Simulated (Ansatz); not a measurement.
# SiC (Moissanite 3C) (F-43m) in Ansatz: reference runs

Aim: a first look at SiC (Moissanite 3C) with PBE, on the cell as given and on a disturbed one.

All numbers are computed with Ansatz 0.2.0; they aren't measurements. Logs are shortened: lines on timing, memory, paths and dates and some standing lists are left out, and cuts for length are marked.

**Experimental background.**

From “Insight into the structural, elastic and electronic properties of a new orthorhombic 6O-SiC polytype”, 2020, pmc:7200658, for a bulk crystal of SiC: band gap 2.4 eV (indirect).

How close the calculation comes is told below.

### 1 The crystal as given

The structure is cubic, space group F-43m (No. 216). The conventional cell has a = 4.358 Å, b = 4.358 Å, c = 4.358 Å, α = 90.00°, β = 90.00°, γ = 90.00°. Si (site symmetry -43m) is surrounded by 4 C at 1.89 Å. C (site symmetry -43m) is surrounded by 4 Si at 1.89 Å.

### 2 Single point, PBE

input.yaml

```yaml
crystal:
  lattice:
    - [0.0, 2.179, 2.179]
    - [2.179, 0.0, 2.179]
    - [2.179, 2.179, 0.0]
  atoms:
    - { symbol: Si, position: [0.0, 0.0, 0.0] }
    - { symbol: C, position: [0.75, 0.75, 0.75] }
kpoints:
  mp_grid: { grid: [10, 10, 10] }
scf:
  occupations: { method: fermi_dirac, width: 0.05 }
hamiltonian:
  xc: pbe
  pseudopotentials: { kind: all_electron, lapw: { basis_error: 0.001 } }
output:
  forces: true
  stress: true
  eigenvalues: true
  populations: true
```

Potentials or basis: all-electron LAPW, scalar-relativistic.

Command:

```
ansatz run input.yaml --threads 1 --pin off --max-ram 3072MiB --backend cpu --events-out ev --progress --plain --runs-dir out
```

The program printed:

```text
Warning: RAYON_NUM_THREADS=1 ignored (pool sized by the plan → 1); use --threads N
Si: projections on atomic orbitals take those of the free atom 1s2 2s2 2p6 3s2 3p2, of charge +0.00 (hamiltonian.pseudopotentials.projection_atoms)
C: projections on atomic orbitals take those of the free atom 1s2 2s2 2p2, of charge +0.00 (hamiltonian.pseudopotentials.projection_atoms)
LAPW: plane waves up to 9.567 Å⁻¹, error target 1.0e-3 eV per atom; small_component_spin mean_spin; C in spheres of 0.886 Å, 6 of its electrons in bands, Dirac shells []; Si in spheres of 1.001 Å, 12 of its electrons in bands, Dirac shells [] (how accurate: hamiltonian.pseudopotentials.lapw.basis_error, Limitations)
Engine: ansatz 0.2.0, x86_64-unknown-linux-gnu
Pseudopotentials: kind: all_electron
Pseudopotential: Si, LAPW, valence charge 12, lapw/all_electron/scalar/gaussian/Si, Koelling and Harmon's equation, gaussian nucleus
Pseudopotential: C, LAPW, valence charge 6, lapw/all_electron/scalar/gaussian/C, Koelling and Harmon's equation, gaussian nucleus
Functional definition: PBE
  parameter kappa = 0.804
  parameter beta = 0.06672455060314922
  exchange = pbe_x(kappa = kappa, mu = beta*pi^2/3)
  correlation = pbe_c(beta = beta)
Crystal: 2 atoms, lattice volume = 20.692 Å³
Basis set: ecut = 348.74629603865964 eV, 331 PW (Γ), exchange–correlation at level 2
Bands: 13, of which v1, the nominal top of the filled ones, is band 9 counted from 1 (8 counted from 0)
Symmetry: 24 space group operations
Space group: F-43m (ITA 216), of the structure as read, at distance tolerance 2.7e-5 Å
k-points: 47 of 1000 (time reversal used)
Non-local potential: Si, projectors of the file, none
Non-local potential: C, projectors of the file, none
Initial density: superposition of atomic densities (chi_scale 0.1, normalization cell, long waves kept (reshape's long-wave potential 0.00 eV rms))
Initial wavefunctions: plane waves of lowest kinetic energy (no species holds an atomic orbital)
Functional: x = pbe(κ = 0.804, μ = 0.2195149727645171), c = pbe(β = 0.06672455060314922)
iter 1 solved again at ethr=2.70e-2 eV; its pass at ethr=1.00e-1 eV (dr2=4.86e0 eV) is discarded
SCF iter   1: F=—  HF=-8931.375305 eV  |F-HF|=—  |Δ(HF+E_count)|=         —  Δρ=1.41e-1  dr2=4.86e0  ethr=2.70e-2  ⟨swp⟩=2.0  Hψ=4294  notcnv=0
preconditioner: auto → none  [insulator: Δε(μ)=3.486 eV  Ē_g=14.817 eV  σ=0.050 eV  W_gap=1.00  n_scr=8 (ndim 8)  ℏωp=23.1 eV  f_vac=0.000  D(μ)=0.00/eV (n_scr^D=0)  ε∞_Penn≈3.4]
iter 2 solved again at ethr=1.03e-3 eV; its pass at ethr=2.70e-2 eV (dr2=1.86e-1 eV) is discarded
SCF iter   2: F=—  HF=-8929.635103 eV  |F-HF|=—  |Δ(HF+E_count)|=    1.74e0  Δρ=3.73e-2  dr2=1.87e-1  ethr=1.03e-3  ⟨swp⟩=2.0  Hψ=3249  notcnv=0
SCF iter   3: F=—  HF=-8929.536703 eV  |F-HF|=—  |Δ(HF+E_count)|=         —  Δρ=1.67e-2  dr2=3.57e-2  ethr=1.03e-3  ⟨swp⟩=3.0  Hψ=1885  notcnv=0
the basis was enlarged: its passes take 196.0 KiB over the memory plan, 1 of 1 planned eigensolver slots
SCF iter   4: F=—  HF=-8929.534557 eV  |F-HF|=—  |Δ(HF+E_count)|=   2.15e-3  Δρ=1.14e-3  dr2=2.16e-4  ethr=1.98e-4  ⟨swp⟩=2.0  Hψ=1653  notcnv=0
SCF iter   5: F=—  HF=-8929.534590 eV  |F-HF|=—  |Δ(HF+E_count)|=   3.38e-5  Δρ=1.92e-4  dr2=3.60e-6  ethr=1.20e-6  ⟨swp⟩=3.0  Hψ=1610  notcnv=0
SCF iter   6: F=—  HF=-8929.534597 eV  |F-HF|=—  |Δ(HF+E_count)|=   6.20e-6  Δρ=4.90e-5  dr2=3.28e-7  ethr=2.00e-8  ⟨swp⟩=3.0  Hψ=1653  notcnv=0
SCF iter   7: F=-8929.534597 eV  HF=-8929.534597 eV  |F-HF|=7.88e-10  |Δ(HF+E_count)|=   9.28e-8  Δρ=3.68e-6  dr2=1.30e-9  ethr=1.82e-9  ⟨swp⟩=3.0  Hψ=1617  notcnv=0
SCF 1 converged in 7 iterations: F = -8929.534597 eV  dr2 = 1.30e-9
SCF converged after 7 iterations
Free energy (F): -8929.534597 eV
Harris-Foulkes:  -8929.534597 eV  (|F-HF|=7.88e-10)
Internal energy: -8929.534597 eV  (E = F + TS)
E sigma→0 (E₀):  -8929.534597 eV
Entropy (-TS):   -0.000000 eV (-0.000 meV/atom)
Fermi energy:    11.457506 eV
--- Per-component energies (eV) ---
  E_band       = -1182.084689
  E_kinetic    = 8948.847384
  E_xc         = -717.540118
  E_electrostatic = -17160.841863  (all electrons and nuclei)
  E_smearing   = -0.000000  (= −TS)
  E_closure    = 0.000000  (closes the sum)
  E_atoms      = -8914.489707  (free atoms, spherical and without spin; not in F)
  Σ components = -8929.534597   (vs F -8929.534597, Δ=0.00e0)
  Basis errors (estimates in eV, not in F): energy 5.4e-4 per atom: plane waves 4.9e-4 (3.0e-4 summed), levels above the bands 4.0e-90, relativity 2.1e-8, radial functions 5.6e-5, core shells 1.2e-13; eigenvalues (radial functions only) 4.1e-6; not estimated: angular momenta, meshes, grids; target (lapw.basis_error) 1.0e-3; muffin-tin radii C 0.886 Å, Si 1.001 Å
--- Forces (eV/Å), atoms counted from 1 ---
  atom   1  Si    -0.00000000     0.00000000    -0.00000000
  atom   2  C      0.00000000    -0.00000000     0.00000000
  max |Σ_I F_I| component: 9.25e-18 eV/Å
--- Stress (GPa, compression-positive) ---
        3.281766      -0.000000       0.000000
       -0.000000       3.281766       0.000000
        0.000000       0.000000       3.281766
  P = ⅓ Tr σ = 3.2818 GPa (32.818 kbar)
--- Band table (eV; the first three rows and the last of 47) ---
  k-point 0: bands = ["-252.7966", "-122.3948", "-78.4359", "-78.4359", "-78.4359", "-4.6459", "10.7590", "10.7590", "10.7590", "16.9819", "18.0619", "18.0619", "18.0619"]
  k-point 1: bands = ["-252.7966", "-122.3948", "-78.4360", "-78.4359", "-78.4359", "-4.4505", "9.7498", "10.6251", "10.6251", "17.2450", "18.3050", "18.3050", "18.3345"]
  k-point 2: bands = ["-252.7966", "-122.3947", "-78.4365", "-78.4360", "-78.4360", "-3.8731", "7.6298", "10.3178", "10.3178", "16.9570", "18.6642", "18.6642", "19.5336"]
  k-point 46: bands = ["-252.7966", "-122.3946", "-78.4372", "-78.4369", "-78.4366", "0.5791", "3.6212", "5.9636", "6.1852", "15.4436", "18.8122", "20.7854", "21.9569"]
--- Löwdin populations: 2 sites ---
  site symbol       q [e]
     0     Si     12.9518
     1      C      6.9736
  spilling = 0.003729 (of n_electrons = 20.000000)
```

Run time: 11 s. Hardware: 1 thread of AMD EPYC 7R43 (Zen 3), shared host; peak memory 0.28 GiB.

What came out:

| Property | Result |
| --- | --- |
| Free energy | -8929.5346 eV |
| Pressure | 3.3 GPa |
| Band gap on the k mesh | 1.36 eV, indirect (least direct gap 4.55 eV) |
| Loewdin charges | Si +1.05; C -0.97 e |

### 3 Single point, PBE (atoms moved at random, drawn with an rms of 0.05 Å)

Edit input.yaml of step 2 so:

```diff
@@ -6,4 +6,4 @@
   atoms:
-    - { symbol: Si, position: [0.0, 0.0, 0.0] }
-    - { symbol: C, position: [0.75, 0.75, 0.75] }
+    - { symbol: Si, position: [0.022997, -0.024471, -0.002805] }
+    - { symbol: C, position: [0.783053, 0.745, 0.741904] }
 kpoints:
```

Potentials or basis: all-electron LAPW, scalar-relativistic.

Command:

```
ansatz run input.yaml --threads 1 --pin off --max-ram 3072MiB --backend cpu --events-out ev --progress --plain --runs-dir out
```

Wall time 87 s (1 thread of AMD EPYC 7R43 (Zen 3), shared host); peak memory 0.65 GiB.

The run converged. Its results:

| Quantity | Value |
| --- | --- |
| Free energy | -8929.4833 eV |
| Pressure | 3.9 GPa |
| Largest force | 1.451 eV/Å |
| Band gap on the k mesh | 1.04 eV, indirect (least direct gap 4.38 eV) |
| Loewdin charges | Si +1.05; C -0.98 e |

Forces in eV/Å, atoms in the order of the input:
```
Si   0.646  0.340  1.254
C   -0.646 -0.340 -1.254
```

Stress tensor (GPa, compression positive):
```
4.06 4.29 1.28
4.29 4.22 2.23
1.28 2.23 3.47
```

Levels at points of the mesh, in eV from the valence-band top:
```
              k point  band 7  band 8  band 9  band 10  band 11  band 12
   (0.00, 0.00, 0.00)   -0.68   -0.27    0.00     5.89     6.88     6.97
  (0.00, 0.00, -0.50)   -8.89   -1.60   -1.07     5.09     6.61     7.27
  (0.00, -0.50, 0.00)   -8.67   -1.65   -1.24     5.11     6.59     7.08
 (0.00, -0.50, -0.50)   -8.12   -3.56   -3.41     1.04     3.99    13.70
  (-0.50, 0.00, 0.00)   -8.76   -1.67   -1.14     5.09     6.57     7.18
 (-0.50, 0.00, -0.50)   -8.12   -3.50   -3.47     1.04     3.98    13.71
 (-0.50, -0.50, 0.00)   -8.10   -3.66   -3.34     1.04     4.01    13.70
(-0.50, -0.50, -0.50)   -9.06   -1.40   -1.12     5.11     6.84     7.20
```

A k mesh can miss the band edges.

### 4 Comparison with measurements

Step 2. A measured gap of SiC is 2.4 eV (indirect; quoted in “Insight into the structural, elastic and electronic properties of a new orthorhombic 6O-SiC polytype”, 2020, pmc:7200658); the calculated 1.36 eV misses it by -1.04 eV. The value is that of PBE on a finite k mesh, which can miss the band edges, without temperature or zero-point motion. Semilocal functionals fall short of measured gaps as a rule.
